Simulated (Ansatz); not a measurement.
Crystal: C.

```
C
1.0
     0.00000    1.78337    1.78337
     1.78337    0.00000    1.78337
     1.78337    1.78337    0.00000
C
2
Direct
  0.75000 0.75000 0.75000
  0.50000 0.50000 0.50000
```

This isn't the form of C at room conditions, which is graphite.

- Program: Ansatz 0.2.0
- Task: single point
- Functional: PBE
- Potentials or basis: Ansatz PAW
- Cutoff: 420 eV (not typed: the program's choice for these potentials)
- k mesh: 13 × 13 × 13
- Occupations: fermi-dirac, width 0.05 eV
- Spin: no spin polarisation

On this cell: pressure 1.8 GPa; largest force zero by symmetry; band gap on the k mesh 4.15 eV, indirect (least direct gap 5.59 eV).

The same run follows on a disturbed copy (atoms moved at random, drawn with an rms of 0.05 Å):

```
CELL_PARAMETERS angstrom
0.00000 1.78337 1.78337
1.78337 0.00000 1.78337
1.78337 1.78337 0.00000
ATOMIC_POSITIONS crystal
C 0.74778 0.75306 0.75416
C 0.48928 0.49860 0.49360
```

Question: What does the disturbed cell give?

Answer: The energy moves by +21.0 meV/atom; pressure 2.6 GPa; largest force 1.662 eV/Å; band gap on the k mesh 3.24 eV, indirect (least direct gap 3.98 eV).

Forces in eV/Å, atoms in the order of the input:
```
C   -0.898 -1.183 -0.747
C    0.898  1.183  0.747
```

Stress tensor (GPa, compression positive):
```
 2.57 -0.33 -0.98
-0.33  2.47 -0.57
-0.98 -0.57  2.62
```

Caveats: odd divisions of the mesh miss points on the zone boundary, where band edges often lie, so the gap on the mesh can be too wide.

A k mesh can miss the band edges.
